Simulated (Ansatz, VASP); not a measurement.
Two plane-wave programs on Sb

INCAR

```
SYSTEM = Sb
  PREC = Accurate
  ENCUT = 520
  EDIFF = 1E-7
  ISMEAR = 0
  SIGMA = 0.15
  LREAL = .FALSE.
  LASPH = .TRUE.
  NELM = 80
  ALGO = Fast
  ISIF = 2
  LWAVE = .FALSE.
  LCHARG = .FALSE.
  GGA = PS
  NBANDS = 8
```

KPOINTS

```
Automatic mesh
0
G
  22 22 22
  0 0 0
```

The input POSCAR:

```
Sb
1.0
   -1.5292439776      1.5292439776      2.6305802784
    1.5292439776     -1.5292439776      2.6305802784
    1.5292439776      1.5292439776     -2.6305802784
Sb
1
Direct
    0.0000000000      0.0000000000      0.0000000000
```

Input for Ansatz:

```yaml
crystal:
  lattice:
    - [-1.5292439776, 1.5292439776, 2.6305802784]
    - [1.5292439776, -1.5292439776, 2.6305802784]
    - [1.5292439776, 1.5292439776, -2.6305802784]
  atoms:
    - { symbol: Sb, position: [0.0, 0.0, 0.0] }
basis:
  ecutwfc: 420
kpoints:
  mp_grid: { grid: [22, 22, 22] }
hamiltonian:
  xc: pbesol
scf:
  occupations: { method: gaussian, width: 0.15 }
output:
  forces: true
  stress: true
  eigenvalues: true
```

Change from the starting cell: strain -0.030 along x and y, -0.030 along z, atoms carried along.

Alike in both runs: task single point; functional PBEsol; k mesh 22 × 22 × 22; occupations gaussian, width 0.15 eV; no spin polarisation.

|  | VASP | Ansatz |
| --- | --- | --- |
| version | VASP 6.6.1 | Ansatz 0.2.0 |
| potentials or method | VASP PAW PBE potentials, release 64 (Sb) | scalar-relativistic, plane waves, PAW |
| plane-wave cutoff (eV) | 520 | 420 |
| valence electrons in the cell | 5 | 15 |

```csv
,VASP,Ansatz,Ansatz less VASP
gap on the k mesh at the Fermi level (eV),none,none,-
pressure (GPa),5.8,5.7,-0.09
largest component of the traceless stress (GPa),1.36,1.27,-0.096
```

A gap of «none» marks a metal or a gap that the smearing closes. The two sets of potentials don't hold the same shells in valence.

Caveats: the PAW data sets were made with another functional, which shifts forces and pressure a little (VASP). Spin-orbit coupling is left out, which matters for the levels of Sb.
